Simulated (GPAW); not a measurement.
## BeTe in GPAW: the effect of exact-exchange share

BeTe:

```
Te Be
1.0
     0.00000    2.77000    2.77000
     2.77000    0.00000    2.77000
     2.77000    2.77000    0.00000
Te Be
1 1
Cartesian
  4.1550 4.1550 4.1550
  0.0000 0.0000 0.0000
```

Alike in all runs:

```yaml
Program: GPAW 26.7.0
Task: hybrid scf
Functional: r2SCAN-X
Potentials_or_basis: GPAW PAW data sets (gpaw-data 1.2.1)
Cutoff: 600 eV
Basis: pw
k_mesh: 3 × 3 × 3
Occupations: fermi-dirac, width 0.001 eV
Spin: no spin polarisation
```

**Question.** One run gave: gap on the mesh 4.63 eV. Which exact-exchange share did it use?
A. 0.25
B. 0.1
C. 0.4
D. 0.05

**Answer.** C.

| exact-exchange share | gap on the mesh (eV) |
| --- | --- |
| 0.05 | 2.77 |
| 0.1 | 3.03 |
| 0.25 | 3.83 |
| 0.4 | 4.63 |

Caveats: all runs use coarse meshes; the scaled meta-GGA exchange is a class typed in the script; spin-orbit coupling is left out, which moves the levels of the heavy elements; an odd mesh through Γ misses points on the zone boundary, where band edges often lie.
